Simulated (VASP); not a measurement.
Wanted: the native input for a VASP 6.6.1 run.

```yaml
Task: single point
Functional: PBE
Dispersion: D3(BJ)
Potentials_or_basis: VASP PAW PBE potentials, release 64 (C, H, N)
Cutoff: 520 eV
k_mesh: 1 × 1 × 1
Occupations: fermi-dirac, width 0.05 eV
Spin: no spin polarisation
Dipole_correction: no
Further_INCAR_settings: LREAL = Auto; ALGO = Normal; EDIFF = 1e-06; NBANDS = 43
```

The structure of H7CN lies in POSCAR:

```
H7CN
1.0
    6.9561890000      0.0000000000      0.0000000000
    0.0000000000      6.9561890000      0.0000000000
    0.0000000000      0.0000000000      6.9561890000
C H N
3 21 3
Direct
    0.3010412742      0.5330792478      0.3545475835
    0.1381216065      0.7628314872      0.9040007395
    0.6878047736      0.7416417237      0.2309885485
    0.3474459938      0.5869161979      0.4966368798
    0.1506428304      0.4609276717      0.3854553118
    0.4052650093      0.4249021986      0.2963260486
    0.2575260678      0.6512186486      0.2562322559
    0.2845811119      0.7449768832      0.9815575741
    0.0443777476      0.6339246964      0.9192677197
    0.1791210676      0.7732826121      0.7517478320
    0.0585377999      0.8949728077      0.9460064987
    0.6928650156      0.7166424029      0.3913780951
    0.5645476280      0.8402158136      0.2171878884
    0.6894004749      0.6167601254      0.1324863370
    0.8029684070      0.8347243009      0.2044079021
    0.9270018397      0.2128320550      0.5882962639
    0.7822961682      0.1201519970      0.4263253917
    0.7264753732      0.1050143980      0.6511611459
    0.5323317121      0.4256497344      0.7164555190
    0.7106908682      0.5831641435      0.7367971169
    0.5133701801      0.6151931755      0.8443847630
    0.2977779931      0.2468593076      0.6931956564
    0.3401431445      0.0378511855      0.7900015368
    0.3433201714      0.2354881387      0.9364466664
    0.8386776150      0.1014204761      0.5597748997
    0.5658126885      0.5634982028      0.7226370646
    0.3762261204      0.1858632651      0.7959674471
```

The cell was built by a generator and needn't be a form met in nature.

These files were run (other wordings do the same):

INCAR

```
PREC = Accurate ; ENCUT = 520
EDIFF = 1E-6 ; ISMEAR = -1
SIGMA = 0.05 ; LREAL = Auto
LASPH = T ; NELM = 100
ALGO = Normal ; ISIF = 2
LWAVE = F ; LCHARG = F
GGA = PE ; IVDW = 12
NBANDS = 43
```

KPOINTS

```
regular mesh
0
Gamma
  1 1 1
```

Potentials or basis: VASP PAW PBE potentials, release 64 (C, H, N).

Command:

```sh
$ cat potpaw_PBE.64/C/POTCAR potpaw_PBE.64/H/POTCAR potpaw_PBE.64/N/POTCAR > POTCAR
$ mpirun -np 1 vasp_gam > vasp.out
```

Results of the run:

```yaml
Pressure: -0.6 GPa
Largest_force: 2.736 eV/Å
Band_gap_on_the_k_mesh: 3.76 eV, direct
Dispersion_energy_per_atom: -0.028 eV
```

Run time: 19 s on 1 thread of Intel(R) Xeon(R) 6975P-C (Granite Rapids) (shared host), peak memory 0.34 GiB.
